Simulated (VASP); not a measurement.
Here is a VASP 6.6.1 calculation.

File INCAR:

```
SYSTEM = KCl
PREC = Accurate
ENCUT = 520
EDIFF = 1E-7
ISMEAR = 0
SIGMA = 0.02
LREAL = .FALSE.
LASPH = .TRUE.
NELM = 60
ALGO = Normal
ISIF = 2
LWAVE = .FALSE.
LCHARG = .FALSE.
GGA = PS
NBANDS = 15
```

Contents of KPOINTS:

```
Automatic mesh
0
G
  8 8 8
  0 0 0
```

Contents of POSCAR:

```
KCl
1.0
    3.8391960000      0.0000000000      0.0000000000
    0.0000000000      3.8391960000      0.0000000000
    0.0000000000      0.0000000000      3.8391960000
K Cl
1 1
Direct
    0.0000000000      0.0000000000      0.0000000000
    0.5000000000      0.5000000000      0.5000000000
```

The input KPOINTS_OPT:

```
path GXMGRX,MR
15
line-mode
reciprocal
 0.0000000000  0.0000000000  0.0000000000  G
 0.0000000000  0.5000000000  0.0000000000  X

 0.0000000000  0.5000000000  0.0000000000  X
 0.5000000000  0.5000000000  0.0000000000  M

 0.5000000000  0.5000000000  0.0000000000  M
 0.0000000000  0.0000000000  0.0000000000  G

 0.0000000000  0.0000000000  0.0000000000  G
 0.5000000000  0.5000000000  0.5000000000  R

 0.5000000000  0.5000000000  0.5000000000  R
 0.0000000000  0.5000000000  0.0000000000  X

 0.5000000000  0.5000000000  0.0000000000  M
 0.5000000000  0.5000000000  0.5000000000  R
```

Potentials or basis: VASP PAW PBE potentials, release 64 (K_sv, Cl).

Launch:

```sh
$ cat potpaw_PBE.64/K_sv/POTCAR potpaw_PBE.64/Cl/POTCAR > POTCAR
$ mpirun -np 1 vasp_std > vasp.out
```

(1) Predict the band gap on the k mesh.

(2) Estimate the band gap along the path.

(3) Predict the pressure.

Answers

(1) 4.62 eV, indirect (least direct gap 4.83 eV).

(2) 4.62 eV, indirect (least direct gap 4.83 eV).

(3) -1.4 GPa.

Caveat: the PAW data sets were made with another functional, which shifts forces and pressure a little.
